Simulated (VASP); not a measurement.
# Li (Fm-3m) in VASP: a series of runs

The runs below take Li through single point, with PBE.

Everything below comes from runs of VASP 6.6.1. Logs are shortened: lines on timing, memory, paths and dates and some standing lists are left out, and cuts for length are marked.

## 1. The crystal as given

It takes space group Fm-3m (No. 225, cubic). The conventional cell has a = 4.404 Å, b = 4.404 Å, c = 4.404 Å, α = 90.00°, β = 90.00°, γ = 90.00°. Li (site symmetry m-3m) is surrounded by 12 Li at 3.11 Å.

This isn't the form of Li at room conditions, which is bcc.

## 2. Single point, PBE

File INCAR:

```
SYSTEM = Li
ALGO = Fast ; EDIFF = 1E-7
ENCUT = 520 ; GGA = PE
ISIF = 2 ; ISMEAR = -1
LASPH = .TRUE. ; LCHARG = .FALSE.
LREAL = .FALSE. ; LWAVE = .FALSE.
NBANDS = 8 ; NELM = 100
PREC = Accurate ; SIGMA = 0.025
```

File KPOINTS:

```
k-points
0
G
  8 8 8
  0 0 0
```

File POSCAR:

```
Li
1.0
    0.0000000000      2.2020000000      2.2020000000
    2.2020000000      0.0000000000      2.2020000000
    2.2020000000      2.2020000000      0.0000000000
Li
1
Direct
    0.0000000000      0.0000000000      0.0000000000
```

Potentials or basis: VASP PAW PBE potentials, release 64 (Li_sv).

Run with:

```
$ cat potpaw_PBE.64/Li_sv/POTCAR > POTCAR
$ mpirun -np 1 vasp_std > vasp.out
```

OUTCAR:

```text
SYSTEM = Li
   EDIFF = 1E-7
   ENCUT = 520
   GGA = PE
   ISIF = 2
   ISMEAR = -1
   LASPH = .TRUE.
   LREAL = .FALSE.
   NELM = 100
   PREC = Accurate

 ion  position               nearest neighbor table
   1  0.000  0.000  0.000-

  LATTYP: Found a face centered cubic cell.
 ALAT       =     4.4040000000

  Lattice vectors:

 A1 = (   0.0000000000,   2.2020000000,   2.2020000000)
 A2 = (   2.2020000000,   0.0000000000,   2.2020000000)
 A3 = (   2.2020000000,   2.2020000000,   0.0000000000)

Analysis of symmetry for initial positions (statically):
=====================================================================
 Subroutine PRICEL returns:
 Original cell was already a primitive cell.

 Routine SETGRP: Setting up the symmetry group for a
 face centered cubic supercell.

 Subroutine GETGRP returns: Found 48 space group operations
 (whereof 48 operations were pure point group operations)
 out of a pool of 48 trial point group operations.

The static configuration has the point symmetry O_h .

Analysis of symmetry for dynamics (positions and initial velocities):
=====================================================================
 Subroutine PRICEL returns:
 Original cell was already a primitive cell.

 Routine SETGRP: Setting up the symmetry group for a
 face centered cubic supercell.

 Subroutine GETGRP returns: Found 48 space group operations
 (whereof 48 operations were pure point group operations)
 out of a pool of 48 trial point group operations.

The dynamic configuration has the point symmetry O_h .

 Subroutine INISYM returns: Found 48 space group operations
 (whereof 48 operations are pure point group operations),
 and found     1 'primitive' translations

----------------------------------------------------------------------------------------

                                     Primitive cell

  volume of cell :      21.3541

  direct lattice vectors                    reciprocal lattice vectors
     0.000000000  2.202000000  2.202000000    -0.227066303  0.227066303  0.227066303
     2.202000000  0.000000000  2.202000000     0.227066303 -0.227066303  0.227066303
     2.202000000  2.202000000  0.000000000     0.227066303  0.227066303 -0.227066303

  length of vectors
     3.114098264  3.114098264  3.114098264     0.393290374  0.393290374  0.393290374

  position of ions in fractional coordinates (direct lattice)
     0.000000000  0.000000000  0.000000000

  ion indices of the primitive-cell ions
   primitive index   ion index
                 1           1

----------------------------------------------------------------------------------------

 KPOINTS: k-points

Automatic generation of k-mesh.
 Grid dimensions read from file:
 generate k-points for:    8    8    8

 Generating k-lattice:

  Cartesian coordinates                     Fractional coordinates (reciprocal lattice)
    -0.028383288  0.028383288  0.028383288     0.125000000  0.000000000  0.000000000
     0.028383288 -0.028383288  0.028383288     0.000000000  0.125000000  0.000000000
     0.028383288  0.028383288 -0.028383288     0.000000000  0.000000000  0.125000000

  Length of vectors
     0.049161297  0.049161297  0.049161297

  Shift w.r.t. Gamma in fractional coordinates (k-lattice)
     0.000000000  0.000000000  0.000000000

 Subroutine IBZKPT returns following result:
 ===========================================

 Found     29 irreducible k-points:

 Following reciprocal coordinates:
            Coordinates               Weight
  0.000000  0.000000  0.000000      1.000000
  0.125000  0.000000  0.000000      8.000000
  0.250000  0.000000  0.000000      8.000000
  0.375000  0.000000  0.000000      8.000000
  0.500000  0.000000  0.000000      4.000000
  0.125000  0.125000  0.000000      6.000000
[... 16 lines left out ...]
  0.500000  0.250000  0.125000     48.000000
 -0.375000  0.250000  0.125000     24.000000
 [... further k-points ...]
   k-points           NKPTS =     29   k-points in BZ     NKDIM =     29   number of bands    NBANDS=      8
   number of dos      NEDOS =    301   number of ions     NIONS =      1
   total plane-waves  NPLWV =  13824
   dimension x,y,z NGX =    24 NGY =   24 NGZ =   24
   dimension x,y,z NGXF=    48 NGYF=   48 NGZF=   48
   ions per type =               1
   NGX,Y,Z   is equivalent  to a cutoff of  12.81, 12.81, 12.81 a.u.
   NGXF,Y,Z  is equivalent  to a cutoff of  25.62, 25.62, 25.62 a.u.
 SYSTEM =  Li
   PREC   = accura    normal or accurate (medium, high low for compatibility)
   ISTART =      0    job   : 0-new  1-cont  2-samecut
   ICHARG =      2    charge: 1-file 2-atom 10-const
   ISPIN  =      1    spin polarized calculation?
   LNONCOLLINEAR =      F non collinear calculations
   LSORBIT =      F    spin-orbit coupling
   LASPH  =      T    aspherical Exc in radial PAW
   ENCUT  =  520.0 eV  38.22 Ry    6.18 a.u.   5.79  5.79  5.79*2*pi/ulx,y,z
   NELM   =    100;   NELMIN=  2; NELMDL= -5     # of ELM steps
   EDIFF  = 0.1E-06   stopping-criterion for ELM
   LREAL  =      F    real-space projection
   EDIFFG = 0.1E-05   stopping-criterion for IOM
   NSW    =      0    number of steps for IOM
   IBRION =     -1    ionic relax: 0-MD 1-quasi-New 2-CG
   NFREE  =      0    steps in history (QN), initial steepest desc. (CG)
   ISIF   =      2    stress and relaxation
   ISYM   =      2    0-nonsym 1-usesym 2-fastsym
   POTIM  = 0.5000    time-step for ionic-motion
   TEBEG  =    0.0;   TEEND  =   0.0 temperature during run
   PSTRESS=    0.0 pullay stress
   NELECT =       3.0000    total number of electrons
   NUPDOWN=      -1.0000    fix difference up-down
   EMIN   =  10.00;   EMAX   =-10.00  energy-range for DOS
   EFERMI =   0.00;   METHOD = LEGACY
   ISMEAR =    -1;   SIGMA  =   0.03  broadening in eV -4-tet -1-fermi 0-gaus
   EFERMI_NEDOS =   21; number of points for ismear=-14 and -15
   IALGO  =     68    algorithm
   IMIX   =      4    mixing-type and parameters
     AMIX     =   0.40;   BMIX     =  1.00
     AMIX_MAG =   1.60;   BMIX_MAG =  1.00
  volume/ion in A,a.u.               =      21.35       144.10
  Fermi-wavevector in a.u.,A,eV,Ry     =   0.851049  1.608250  9.854489  0.724285
  Thomas-Fermi vector in A             =   1.967122
   LORBIT       =      0    0 simple, 1 ext, 2 COOP (PROOUT), +10 PAW based schemes
   GGA     = PE    functional components
   LHFCALC =     F    Hartree Fock is set to
   AEXX    =    0.0000 exact exchange contribution
   IVDW    =     0    specifies the selected vdW correction
   LEPSILON=     F    determine dielectric tensor
   LRPA    =     F    only Hartree local field effects (RPA)
 non-spin polarized calculation
 RMM-DIIS sequential band-by-band and
  energy-cutoff  :      520.00
  volume of cell :       21.35
 maximum number of plane-waves:       588
   NGX = 11   NGY = 11   NGZ = 11

 number of electron       3.0000005 magnetization

 Free energy of the ion-electron system (eV)
  ---------------------------------------------------
  ext. energy  EPLUGINS =         0.00000000
  ---------------------------------------------------
  free energy    TOTEN  =        -1.90059753 eV

  energy without entropy =       -1.89989141  energy(sigma->0) =       -1.90024447

 E-fermi :   0.3030     XC(G=0):  -6.9187

 val. band max:        0.2939493866   @ k =   0.3750   0.3750   0.0000
 cond. band min:       0.4874711209   @ k =   0.5000   0.0000   0.0000
 fundamental gap:      0.1935217343
 Fermi energy:         0.3030025149

 k-point     1 :       0.0000    0.0000    0.0000
  band No.  band energies     occupation
      1     -46.1342      2.00000
      2      -3.0092      2.00000
      3      14.3117      0.00000
      4      14.3118      0.00000
      5      14.3118      0.00000
      6      18.1189      0.00000
      7      18.1189      0.00000
      8      18.1189      0.00000

 k-point     2 :       0.1250    0.0000    0.0000
  band No.  band energies     occupation
      1     -46.1321      2.00000
      2      -2.7354      2.00000
      3      11.8919      0.00000
      4      13.8095      0.00000
      5      13.8096      0.00000
      6      17.3465      0.00000
      7      19.0025      0.00000
      8      19.0025      0.00000

 k-point     3 :       0.2500    0.0000    0.0000
  band No.  band energies     occupation
      1     -46.1269      2.00000
      2      -1.9162      2.00000
      3       8.1695      0.00000
      4      13.1174      0.00000
      5      13.1175      0.00000
      6      17.8005      0.00000
      7      18.5576      0.00000
      8      18.5576      0.00000

 k-point     4 :       0.3750    0.0000    0.0000
  band No.  band energies     occupation
      1     -46.1218      2.00000
      2      -0.6066      2.00000
      3       4.9764      0.00000
      4      12.7470      0.00000
      5      12.7471      0.00000
      6      17.0917      0.00000
      7      17.0917      0.00000
      8      17.4269      0.00000

 k-point     5 :       0.5000    0.0000    0.0000
  band No.  band energies     occupation
      1     -46.1197      2.00000
      2       0.4875      0.00125
      3       3.2414      0.00000
      4      12.6562      0.00000
      5      12.6563      0.00000
      6      16.5251      0.00000
      7      16.5251      0.00000
      8      17.1175      0.00000
[... 177 lines left out ...]
 k-point    22 :       0.3750    0.2500    0.1250
  band No.  band energies     occupation
      1     -46.1231      2.00000
      2      -1.1700      2.00000
      3       8.0692      0.00000
      4       9.5994      0.00000
      5      12.3219      0.00000
      6      15.7862      0.00000
      7      15.9636      0.00000
      8      20.9345      0.00000

 k-point    23 :       0.5000    0.2500    0.1250
  band No.  band energies     occupation
      1     -46.1190      2.00000
      2       0.1863      1.98143
      3       5.3456      0.00000
      4       8.9598      0.00000
      5      10.8511      0.00000
      6      15.3670      0.00000
      7      18.1911      0.00000
      8      20.4086      0.00000

 k-point    24 :      -0.3750    0.2500    0.1250
  band No.  band energies     occupation
      1     -46.1173      2.00000
      2       1.4337      0.00000
      3       3.5210      0.00000
      4       8.9465      0.00000
      5      10.2294      0.00000
      6      15.1955      0.00000
      7      18.9075      0.00000
      8      22.0698      0.00000

 [... further k-points ...]

------------------------ aborting loop because EDIFF is reached ----------------------------------------

  FORCE on cell =-STRESS in cart. coord.  units (eV):
  Direction    XX          YY          ZZ          XY          YZ          ZX
  --------------------------------------------------------------------------------------
  -------------------------------------------------------------------------------------
  Total       -0.0936665     -0.0936665     -0.0936665     -0.0000000     -0.0000000      0.0000000
  in kB       -7.0276986     -7.0276986     -7.0276986     -0.0000000     -0.0000000      0.0000000
  external PRESSURE =      -7.0276986 kB  Pullay stress =       0.0000000 kB

 VOLUME and BASIS-vectors are now :
 -----------------------------------------------------------------------------
  energy-cutoff  :      520.00
  volume of cell :       21.35
      direct lattice vectors                 reciprocal lattice vectors
     0.000000000  2.202000000  2.202000000    -0.227066303  0.227066303  0.227066303
     2.202000000  0.000000000  2.202000000     0.227066303 -0.227066303  0.227066303
     2.202000000  2.202000000  0.000000000     0.227066303  0.227066303 -0.227066303

 POSITION                                       TOTAL-FORCE (eV/Angst)
 -----------------------------------------------------------------------------------
      0.00000      0.00000      0.00000        -0.000000      0.000000     -0.000000
 -----------------------------------------------------------------------------------
    total drift:                               -0.000000      0.000000     -0.000000

  FREE ENERGIE OF THE ION-ELECTRON SYSTEM (eV)
  ---------------------------------------------------
  free  energy   TOTEN  =        -1.9005975253 eV

  energy  without entropy=       -1.8998914088  energy(sigma->0) =       -1.90024447
```

It used 4.8 s of CPU time on 1 thread of Intel(R) Xeon(R) Platinum 8559C (Emerald Rapids), with other jobs on the host, which was overloaded at the time.

What came out:

```yaml
Free_energy: -1.9006 eV
Band_gap_on_the_k_mesh: none (metal or under the smearing width)
```

Caveat: the cutoff is under 1.25 times the usual one of these potentials, so pressure, stress and relaxed cells hold a basis-set (Pulay) error.

## 3. Single point, PBE

File INCAR:

```
SYSTEM = Li
PREC = Accurate ; ENCUT = 520
EDIFF = 1E-6 ; ISMEAR = -1
SIGMA = 0.15 ; LREAL = .FALSE.
LASPH = .TRUE. ; NELM = 60
ALGO = Normal ; ISIF = 2
LWAVE = .FALSE. ; LCHARG = .FALSE.
GGA = PE ; NBANDS = 8
```

File KPOINTS:

```
Automatic mesh
0
G
  8 8 8
  0 0 0
```

POSCAR is that of step 2.

Potentials or basis: VASP PAW PBE potentials, release 64 (Li_sv).

Run with:

```
$ cat potpaw_PBE.64/Li_sv/POTCAR > POTCAR
$ mpirun -np 1 vasp_std > vasp.out
```

OUTCAR:

```text
SYSTEM = Li
   PREC = Accurate
   ENCUT = 520
   EDIFF = 1E-6
   ISMEAR = -1
   LREAL = .FALSE.
   LASPH = .TRUE.
   NELM = 60
   ISIF = 2
   GGA = PE

 ion  position               nearest neighbor table
   1  0.000  0.000  0.000-

  LATTYP: Found a face centered cubic cell.
 ALAT       =     4.4040000000

  Lattice vectors:

 A1 = (   0.0000000000,   2.2020000000,   2.2020000000)
 A2 = (   2.2020000000,   0.0000000000,   2.2020000000)
[... 443 lines left out ...]
      8      22.0708      0.00000

 [... further k-points ...]

------------------------ aborting loop because EDIFF is reached ----------------------------------------

  FORCE on cell =-STRESS in cart. coord.  units (eV):
  Direction    XX          YY          ZZ          XY          YZ          ZX
  --------------------------------------------------------------------------------------
  -------------------------------------------------------------------------------------
  Total       -0.0901694     -0.0901694     -0.0901694     -0.0000000     -0.0000000      0.0000000
  in kB       -6.7653093     -6.7653093     -6.7653093     -0.0000000     -0.0000000      0.0000000
  external PRESSURE =      -6.7653093 kB  Pullay stress =       0.0000000 kB

 VOLUME and BASIS-vectors are now :
 -----------------------------------------------------------------------------
  energy-cutoff  :      520.00
  volume of cell :       21.35
      direct lattice vectors                 reciprocal lattice vectors
     0.000000000  2.202000000  2.202000000    -0.227066303  0.227066303  0.227066303
     2.202000000  0.000000000  2.202000000     0.227066303 -0.227066303  0.227066303
     2.202000000  2.202000000  0.000000000     0.227066303  0.227066303 -0.227066303

 POSITION                                       TOTAL-FORCE (eV/Angst)
 -----------------------------------------------------------------------------------
      0.00000      0.00000      0.00000        -0.000000     -0.000000     -0.000000
 -----------------------------------------------------------------------------------
    total drift:                               -0.000000      0.000000     -0.000000

  FREE ENERGIE OF THE ION-ELECTRON SYSTEM (eV)
  ---------------------------------------------------
  free  energy   TOTEN  =        -1.9185444272 eV

  energy  without entropy=       -1.8786903004  energy(sigma->0) =       -1.89861736
```

OSZICAR:

```text
N       E                     dE             d eps       ncg     rms          rms(c)
DAV:   1    -0.147857771909E+00   -0.14786E+00   -0.72548E+02   464   0.263E+02
DAV:   2    -0.190091061135E+01   -0.17531E+01   -0.16988E+01   688   0.343E+01
DAV:   3    -0.192003409206E+01   -0.19123E-01   -0.19007E-01   544   0.295E+00
DAV:   4    -0.192037712799E+01   -0.34304E-03   -0.34299E-03   712   0.312E-01
DAV:   5    -0.192037726709E+01   -0.13909E-06   -0.13904E-06   544   0.809E-03    0.257E-01
DAV:   6    -0.191914801102E+01    0.12293E-02   -0.28498E-04   776   0.700E-02    0.146E-01
DAV:   7    -0.191854491769E+01    0.60309E-03   -0.66955E-04   752   0.104E-01    0.276E-02
DAV:   8    -0.191854442719E+01    0.49050E-06   -0.69530E-06   528   0.182E-02
   1 F= -.19185444E+01 E0= -.18986174E+01  d E =-.398541E-01
```

Wall time 7.9 s (1 thread of Intel Xeon Platinum 8559C (Emerald Rapids), shared host); peak memory 0.12 GiB.

What came out:

```yaml
Free_energy: -1.9185 eV
Band_gap_on_the_k_mesh: none (metal or under the smearing width)
```

Levels at points of the mesh, in eV from the Fermi level:
```csv
k point,band 1,band 2,band 3,band 4,band 5
"(0.00, 0.00, 0.00)",-46.55,-3.43,13.89,13.89,13.89
"(0.50, 0.00, 0.00)",-46.54,0.07,2.82,12.24,12.24
"(0.50, 0.50, 0.00)",-46.53,1.56,4.59,8.21,8.21
```

Caveat: the cutoff is under 1.25 times the usual one of these potentials, so pressure, stress and relaxed cells hold a basis-set (Pulay) error.

## 4. Single point, PBE

File INCAR:

```
PREC     = Accurate       # precision mode
ENCUT    = 520            # plane-wave cutoff, eV
EDIFF    = 1E-7           # SCF threshold, eV
ISMEAR   = -1             # smearing method
SIGMA    = 0.25           # smearing width, eV
LREAL    = False          # projectors in reciprocal space
LASPH    = True           # aspherical terms in the spheres
NELM     = 60             # most SCF steps
ALGO     = Normal         # electronic algorithm
ISIF     = 2              # what is computed and relaxed
LWAVE    = False          # write WAVECAR
LCHARG   = False          # write CHGCAR
GGA      = PE             # functional
NBANDS   = 8              # bands
```

File KPOINTS:

```
Automatic mesh
0
Gamma
  8 8 8
```

POSCAR is that of step 3.

Run with:

```
$ cat potpaw_PBE.64/Li_sv/POTCAR > POTCAR
$ mpirun -np 1 vasp_std > vasp.out
```

It used 2.2 s of CPU time on 1 thread of Intel(R) Xeon(R) Platinum 8559C (Emerald Rapids), on a shared host, which was overloaded at the time.

It converged, with:

```
Free energy            : -1.9519 eV
Band gap on the k mesh : none (metal or under the smearing width)
```

Levels at points of the mesh, in eV from the Fermi level:
```
           k point  band 1  band 2  band 3  band 4  band 5  band 6  band 7
(0.00, 0.00, 0.00)  -46.57   -3.44   13.88   13.88   13.88   17.68   17.68
(0.50, 0.00, 0.00)  -46.56    0.05    2.81   12.22   12.22   16.09   16.09
(0.50, 0.50, 0.00)  -46.55    1.54    4.57    8.19    8.19   10.34   14.73
```

Caveat: the cutoff is under 1.25 times the usual one of these potentials, so pressure, stress and relaxed cells hold a basis-set (Pulay) error.

## 5. Single point, PBE

File INCAR:

```
  ALGO = Normal
  EDIFF = 1E-7
  ENCUT = 520
  GGA = PE
  ISIF = 2
  ISMEAR = -1
  LASPH = T
  LCHARG = T
  LELF = T
  LREAL = F
  LVHAR = T
  LWAVE = F
  NBANDS = 8
  NELM = 100
  PREC = Accurate
  SIGMA = 0.05
```

File KPOINTS:

```
k-points
0
Gamma
  8 8 8
```

POSCAR is that of step 4.

Run with:

```
$ cat potpaw_PBE.64/Li_sv/POTCAR > POTCAR
$ mpirun -np 1 vasp_std > vasp.out
```

It used 3 s of CPU time on 1 thread of Intel(R) Xeon(R) Platinum 8559C (Emerald Rapids), with other jobs on the host, which was overloaded at the time.

The run converged. Its results:

```
Free energy            : -1.9017 eV
Band gap on the k mesh : none (metal or under the smearing width)
```

Levels at points of the mesh, in eV from the Fermi level:
```tsv
k point	band 1	band 2	band 3	band 4	band 5
(0.00, 0.00, 0.00)	-46.49	-3.36	13.96	13.96	13.96
(0.50, 0.00, 0.00)	-46.47	0.13	2.89	12.30	12.30
(0.50, 0.50, 0.00)	-46.47	1.62	4.65	8.27	8.27
```

Caveat: the cutoff is under 1.25 times the usual one of these potentials, so pressure, stress and relaxed cells hold a basis-set (Pulay) error.

## 6. Overview

| smearing | gap on the mesh (eV) |
| --- | --- |
| fermi-dirac 0.025 eV | none |
| fermi-dirac 0.15 eV | none |
| fermi-dirac 0.25 eV | none |
| fermi-dirac 0.05 eV | none |

Alike in all rows: task single point; level PBE; potentials or basis VASP PAW PBE potentials, release 64 (Li_sv); no spin polarisation; cell as given; k mesh 8 × 8 × 8; cutoff (eV) 520.

Every run on the cell as given and a fine mesh finds a metal.

Caveats: the cutoff is under 1.25 times the usual one of these potentials, so pressure, stress and relaxed cells hold a basis-set (Pulay) error.

Total energies depend on the potentials used, so only differences within one code and one set of settings carry meaning.
